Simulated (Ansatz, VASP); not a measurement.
GaSb in VASP and in Ansatz

```
Sb Ga
1.0
     0.00000    3.05900    3.05900
     3.05900    0.00000    3.05900
     3.05900    3.05900    0.00000
Sb Ga
1 1
Direct
  0.75000 0.75000 0.75000
  0.00000 0.00000 0.00000
```

Alike in both runs: task band structure; functional r2SCAN; k mesh 8 × 8 × 8; occupations fermi-dirac, width 0.05 eV; no spin polarisation.

|  | VASP | Ansatz |
| --- | --- | --- |
| version | VASP 6.6.1 | Ansatz 0.2.0 |
| potentials or method | VASP PAW PBE potentials, release 64 (Sb, Ga_d) | Ansatz PAW |
| plane-wave cutoff (eV) | 520 | 500 |
| valence electrons in the cell | 18 | 28 |

VASP gave:

* gap on the k mesh at the Fermi level (eV): 0.45
* least direct gap on the mesh (eV): 0.45
* gap along the band path (eV): 0.45
* pressure (GPa): 0.5

Problem. Which values does Ansatz return?

Solution. gap on the k mesh at the Fermi level (eV): 0.47; least direct gap on the mesh (eV): 0.47; gap along the band path (eV): 0.47; pressure (GPa): 0.4.

With one functional, cell and mesh, what is left measures potentials, basis and numerics. The two sets of potentials don't hold the same shells in valence.

Caveats: spin-orbit coupling is left out, which moves the levels of the heavy elements; the PAW data sets were made with another functional, which shifts forces and pressure a little (VASP); the PAW data sets come from PBE, with cores solved anew for the run's functional, which leaves a small shift of forces and pressure (Ansatz). r2SCAN opens gaps a little over a GGA but as a rule still falls short of measured ones.
